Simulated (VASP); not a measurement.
Wanted: the native input for a VASP 6.6.1 run.

```yaml
Task: single point
Functional: r2SCAN
Potentials_or_basis: VASP PAW PBE potentials, release 64 (Sn_d, Te)
Cutoff: 520 eV
k_mesh: 4 × 4 × 4
Occupations: fermi-dirac, width 0.02 eV
Spin: no spin polarisation
Dipole_correction: no
Further_INCAR_settings: ALGO = Normal; EDIFF = 1e-07; NBANDS = 20
```

The system is SnTe2.

```
CELL_PARAMETERS angstrom
0.00000 3.70104 3.70104
3.70104 0.00000 3.70104
3.70104 3.70104 0.00000
ATOMIC_POSITIONS crystal
Sn 0.00000 0.00000 0.00000
Te 0.25000 0.25000 0.25000
Te 0.75000 0.75000 0.75000
```

The cell was built by a generator and needn't be a form met in nature.

One way to write it, as run:

POSCAR

```
SnTe2
1.0
    0.0000000000      3.7010376726      3.7010376726
    3.7010376726      0.0000000000      3.7010376726
    3.7010376726      3.7010376726      0.0000000000
Sn Te
1 2
Direct
    0.0000000000      0.0000000000      0.0000000000
    0.2500000000      0.2500000000      0.2500000000
    0.7500000000      0.7500000000      0.7500000000
```

INCAR.step1

```
SYSTEM = SnTe2
PREC     = Accurate       ! precision mode
ENCUT    = 520            ! plane-wave cutoff, eV
ISMEAR   = -1             ! smearing method
SIGMA    = 0.02           ! smearing width, eV
LREAL    = .False.        ! projectors in reciprocal space
LASPH    = .True.         ! aspherical terms in the spheres
NELM     = 100            ! most SCF steps
NBANDS   = 20             ! bands
GGA      = PE             ! functional
ALGO     = Normal         ! electronic algorithm
EDIFF    = 1E-4           ! SCF threshold, eV
LWAVE    = .True.         ! write WAVECAR
LCHARG   = .False.        ! write CHGCAR
```

INCAR.step2

```
SYSTEM = SnTe2
PREC     = Accurate       ! precision mode
ENCUT    = 520            ! plane-wave cutoff, eV
EDIFF    = 1E-7           ! SCF threshold, eV
ISMEAR   = -1             ! smearing method
SIGMA    = 0.02           ! smearing width, eV
LREAL    = .False.        ! projectors in reciprocal space
LASPH    = .True.         ! aspherical terms in the spheres
NELM     = 100            ! most SCF steps
ALGO     = Normal         ! electronic algorithm
ISIF     = 2              ! what is computed and relaxed
LWAVE    = .False.        ! write WAVECAR
LCHARG   = .False.        ! write CHGCAR
METAGGA  = R2SCAN         ! meta-GGA
LMIXTAU  = .True.       
NBANDS   = 20             ! bands
ISTART   = 1
```

KPOINTS

```
regular mesh
0
Gamma
  4 4 4
  0 0 0
```

Potentials or basis: VASP PAW PBE potentials, release 64 (Sn_d, Te).

Command:

```console
$ cat potpaw_PBE.64/Sn_d/POTCAR potpaw_PBE.64/Te/POTCAR > POTCAR
$ cp INCAR.step1 INCAR
$ mpirun -np 1 vasp_std > vasp.out
$ cp INCAR.step2 INCAR
$ mpirun -np 1 vasp_std > vasp.out
```

It gave:

The pressure is 0.4 GPa and the band gap on the k mesh is none (metal or under the smearing width).

Caveat: the k mesh is coarse (spacing up to 0.37 Å⁻¹), so the values aren't converged; the PAW data sets were made with another functional, which shifts forces and pressure a little.

It took 65 s on 1 thread of Intel(R) Xeon(R) Platinum 8259CL CPU @ 2.50GHz (Skylake/Cascade Lake) (shared host), peak memory 0.26 GiB.
